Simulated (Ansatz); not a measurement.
SiO2: do the settings matter for the field gradients?

Cell: a Materials Project structure (computed, not necessarily an observed phase).

```cif
data_SiO2
_symmetry_space_group_name_H-M 'Ia-3'
_symmetry_Int_Tables_number 206
_cell_length_a 8.4471
_cell_length_b 8.4471
_cell_length_c 8.4471
_cell_angle_alpha 90.000
_cell_angle_beta 90.000
_cell_angle_gamma 90.000
loop_
_atom_site_label
_atom_site_type_symbol
_atom_site_symmetry_multiplicity
_atom_site_Wyckoff_symbol
_atom_site_fract_x
_atom_site_fract_y
_atom_site_fract_z
Si Si 16 c 0.1412 0.6412 0.8588
O9 O 24 d 0.5000 0.2500 0.4302
O14 O 8 b 0.7500 0.2500 0.2500
```

One atom of each set is listed; the run and its k-mesh use a cell of 24 atoms with edges of 7.32, 7.32, 7.32 Å.

Reference run. Level of theory: DFT, PBE, plane waves and PAW, scalar-relativistic, 420 eV cutoff, Γ-centred 4×4×4 k-points, Fermi–Dirac smearing 0.02 eV (Ansatz 0.2.0).

**Question.** The input is changed as follows: `hamiltonian.xc`: pbe → lda. What happens to V_zz (10²¹ V/m²) and η?

**Answer.** 

```tsv
site	V_zz reference	η reference	V_zz changed	η changed
Si	0.61	0.00	0.59	0.00
O9	9.21	0.30	8.96	0.30
O14	9.76	0.00	9.43	0.00
```

The largest change of V_zz is on O14, from 9.76 to 9.43. In per cent, |V_zz| changes by -4 on Si, -3 on O (all sites that start above 0.5). SCF iterations: 7 and 7.

On the reference run: At this cell the PBE pressure is 6 GPa, so with PBE the cell would grow if it were relaxed. The entry's cell may itself be off. The largest force is 0.3 eV/Å, so the atoms aren't at the calculated equilibrium and relaxing them would move these values.
